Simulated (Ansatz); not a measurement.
# In started on a P site in phosphorene P, 48 atoms

Aim: let the atoms about the defect relax, then find its formation energy and its levels in the gap by PBEsol, HSE06 and r²SCAN.

Method: density functional theory in Ansatz 0.2.0, PAW datasets, plane waves.

## 1. The system as built

48 atoms (47 P, 1 In); a = 13.141 Å, b = 13.298 Å, c = 18.000 Å, α = 90.00°, β = 90.00°, γ = 90.00°. All atoms were shaken off their sites by about 0.02 Å along each axis. Defect site 1: (0.375, 0.473, 0.559).

The runs, in order: (2) PBEsol relaxation at the Γ point alone, on 1 × NVIDIA GB300 with 8 threads of Arm Neoverse-V2; (3) HSE06 single point at the Γ point alone, on 1 × NVIDIA GB300 with 8 threads of Arm Neoverse-V2; (4) r²SCAN single point at the Γ point alone, on 1 × NVIDIA GB300 with 8 threads of Arm Neoverse-V2.

## 2. Relaxation of the positions (PBEsol)

Input file in.yaml:

```yaml
crystal:
  lattice:
    - [13.140826, 0.000000, 0.000000]
    - [0.000000, 13.298070, 0.000000]
    - [0.000000, 0.000000, 18.000000]
  atoms:
    - { symbol: P, position: [0.997964, 0.024776, 0.558008] }
    - { symbol: P, position: [0.001009, 0.358556, 0.558807] }
    - { symbol: P, position: [0.000784, 0.693099, 0.559827] }
    - { symbol: P, position: [0.248096, 0.026241, 0.555469] }
    - { symbol: P, position: [0.252255, 0.362070, 0.559752] }
    - { symbol: P, position: [0.251117, 0.695770, 0.559295] }
    - { symbol: P, position: [0.500376, 0.027530, 0.559325] }
    - { symbol: P, position: [0.500005, 0.361432, 0.558214] }
    - { symbol: P, position: [0.501464, 0.697896, 0.558789] }
    - { symbol: P, position: [0.748286, 0.028922, 0.560004] }
    - { symbol: P, position: [0.748731, 0.360653, 0.558416] }
    - { symbol: P, position: [0.747596, 0.690580, 0.559686] }
    - { symbol: P, position: [0.126359, 0.140433, 0.558576] }
    - { symbol: P, position: [0.123044, 0.470896, 0.557158] }
    - { symbol: P, position: [0.127200, 0.805537, 0.558213] }
    - { symbol: P, position: [0.375109, 0.140836, 0.557267] }
    - { symbol: P, position: [0.372716, 0.805310, 0.561412] }
    - { symbol: P, position: [0.625867, 0.140320, 0.558079] }
    - { symbol: P, position: [0.623069, 0.473163, 0.560517] }
    - { symbol: P, position: [0.625750, 0.803410, 0.559228] }
    - { symbol: P, position: [0.874971, 0.140895, 0.559065] }
    - { symbol: P, position: [0.876104, 0.471736, 0.559201] }
    - { symbol: P, position: [0.874713, 0.806768, 0.559573] }
    - { symbol: P, position: [0.997023, 0.303710, 0.439722] }
    - { symbol: P, position: [0.000654, 0.639269, 0.441809] }
    - { symbol: P, position: [0.998674, 0.971436, 0.439388] }
    - { symbol: P, position: [0.249475, 0.305277, 0.439523] }
    - { symbol: P, position: [0.247523, 0.638525, 0.444235] }
    - { symbol: P, position: [0.251249, 0.972104, 0.440010] }
    - { symbol: P, position: [0.500443, 0.305612, 0.442647] }
    - { symbol: P, position: [0.499910, 0.636167, 0.441377] }
    - { symbol: P, position: [0.498847, 0.973166, 0.440304] }
    - { symbol: P, position: [0.748076, 0.306386, 0.441773] }
    - { symbol: P, position: [0.748589, 0.639022, 0.439903] }
    - { symbol: P, position: [0.752996, 0.972720, 0.441334] }
    - { symbol: P, position: [0.126201, 0.193454, 0.440386] }
    - { symbol: P, position: [0.124579, 0.528313, 0.442247] }
    - { symbol: P, position: [0.124550, 0.860603, 0.440974] }
    - { symbol: P, position: [0.376870, 0.194921, 0.441686] }
    - { symbol: P, position: [0.376424, 0.528997, 0.438262] }
    - { symbol: P, position: [0.375076, 0.860982, 0.440259] }
    - { symbol: P, position: [0.627883, 0.192996, 0.441117] }
    - { symbol: P, position: [0.622380, 0.527215, 0.442714] }
    - { symbol: P, position: [0.626260, 0.861420, 0.440797] }
    - { symbol: P, position: [0.874977, 0.191916, 0.441074] }
    - { symbol: P, position: [0.875863, 0.529685, 0.441628] }
    - { symbol: P, position: [0.877174, 0.861862, 0.441694] }
    - { symbol: In, position: [0.374928, 0.473115, 0.558253] }
kpoints:
  mp_grid: { grid: [1, 1, 1] }
hamiltonian:
  xc: pbesol
scf:
  occupations: { method: fermi_dirac, width: 0.01 }
relax:
  f_tol: 0.03
  max_steps: 80
  escape_saddle: false
  adjacent_minimum: "off"
output:
  forces: true
  eigenvalues: true
  populations: true
```

The runs that follow: Single point with HSE06; r²SCAN single point.

Q: Predict the outcome of this session. Wanted: for each run, formation energy; host gap; top filled to lowest empty; top filled below vacuum.

The runs gave:

```
             level         time  formation energy (eV)  host gap (eV)  top filled to lowest empty (eV)  top filled below vacuum (eV)
PBEsol, relaxation   15 s (GPU)                   0.47           0.69                             0.84                          5.01
             HSE06   27 s (GPU)                   0.71           1.43                             1.48                          5.36
            r²SCAN  8.9 s (GPU)                   0.56           0.90                             1.02                          5.13
```

```
     quantity                             value
   relaxation  9 recorded steps, 2.83 eV gained
largest shift                      0.62 Å (P40)
```

**In words.** The relaxation lowers the energy by 2.83 eV; the largest shift is 0.62 Å (P40). The formation energy goes from 0.47 eV (PBEsol) to 0.71 eV (HSE06). The reservoirs are the elements' reference phases; where the defect changes the composition, the value depends on that choice. r²SCAN shows no level inside the gap that the count of atoms sharing it marks as tightly localised. Exact exchange costs time: HSE06 ran about 3.1 times as long as r²SCAN on the same kind of device. One k point and a cell of this size can leave errors of several tenths of an eV.
